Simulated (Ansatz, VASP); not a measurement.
CaSe: VASP beside Ansatz

Contents of POSCAR:

```
CaSe
1.0
    0.0000000000      2.9675351127      2.9675351127
    2.9675351127      0.0000000000      2.9675351127
    2.9675351127      2.9675351127      0.0000000000
Ca Se
1 1
Direct
    0.0000000000      0.0000000000      0.0000000000
    0.5000000000      0.5000000000      0.5000000000
```

The input INCAR.step1:

```
SYSTEM = CaSe
PREC     = Accurate       ! precision mode
ENCUT    = 520            ! plane-wave cutoff, eV
ISMEAR   = 0              ! smearing method
SIGMA    = 0.01           ! smearing width, eV
LREAL    = .False.        ! projectors in reciprocal space
LASPH    = .True.         ! aspherical terms in the spheres
NELM     = 80             ! most SCF steps
NBANDS   = 15             ! bands
GGA      = PE             ! functional
ALGO     = Normal         ! electronic algorithm
EDIFF    = 1E-4           ! SCF threshold, eV
LWAVE    = .True.         ! write WAVECAR
LCHARG   = .False.        ! write CHGCAR
```

The input INCAR.step2:

```
SYSTEM = CaSe
PREC     = Accurate       ! precision mode
ENCUT    = 520            ! plane-wave cutoff, eV
EDIFF    = 1E-7           ! SCF threshold, eV
ISMEAR   = 0              ! smearing method
SIGMA    = 0.01           ! smearing width, eV
LREAL    = .False.        ! projectors in reciprocal space
LASPH    = .True.         ! aspherical terms in the spheres
NELM     = 80             ! most SCF steps
ALGO     = Normal         ! electronic algorithm
ISIF     = 2              ! what is computed and relaxed
LWAVE    = .False.        ! write WAVECAR
LCHARG   = .False.        ! write CHGCAR
METAGGA  = R2SCAN         ! meta-GGA
LMIXTAU  = .True.       
NBANDS   = 15             ! bands
ISTART   = 1
```

The input KPOINTS:

```
regular mesh
0
Gamma
  8 8 8
  0 0 0
```

Input for Ansatz:

```yaml
crystal:
  lattice:
    - [0.0, 2.9675351127, 2.9675351127]
    - [2.9675351127, 0.0, 2.9675351127]
    - [2.9675351127, 2.9675351127, 0.0]
  atoms:
    - { symbol: Ca, position: [0.0, 0.0, 0.0] }
    - { symbol: Se, position: [0.5, 0.5, 0.5] }
kpoints:
  mp_grid: { grid: [8, 8, 8] }
  band_path:
    path:
      - [0.0, 0.0, 0.0]
      - [0.5, 0.0, 0.5]
      - [0.625, 0.25, 0.625]
      - [0.375, 0.375, 0.75]
      - [0.5, 0.5, 0.5]
      - [0.5, 0.25, 0.75]
      - [0.0, 0.5, 0.5]
    npoints: 1
hamiltonian:
  xc: r2scan
scf:
  occupations: { method: fixed }
  n_extra_bands: 4
output:
  forces: true
  stress: true
  eigenvalues: true
  write_density: true
  write_potential: true
  elf: true
  volumetric_format: npy
```

The cell was built by a generator and needn't be a form met in nature.

Alike in both runs: task single point; functional r2SCAN; k mesh 8 × 8 × 8; no spin polarisation.

|  | VASP | Ansatz |
| --- | --- | --- |
| version | VASP 6.6.1 | Ansatz 0.2.0 |
| potentials or method | VASP PAW PBE potentials, release 64 (Ca_sv, Se) | plane waves, PAW |
| plane-wave cutoff (eV) | 520 | 500 |
| occupations | gaussian, width 0.01 eV | fixed |
| valence electrons in the cell | 16 | 26 |

```csv
,VASP,Ansatz,Ansatz less VASP
gap on the k mesh at the Fermi level (eV),2.52,2.52,0.000
pressure (GPa),0.2,0.0,-0.24
```

The two sets of potentials don't hold the same shells in valence.

Caveats: the PAW data sets were made with another functional, which shifts forces and pressure a little (VASP). A k mesh can miss the band edges. r2SCAN opens gaps a little over a GGA but as a rule still falls short of measured ones.
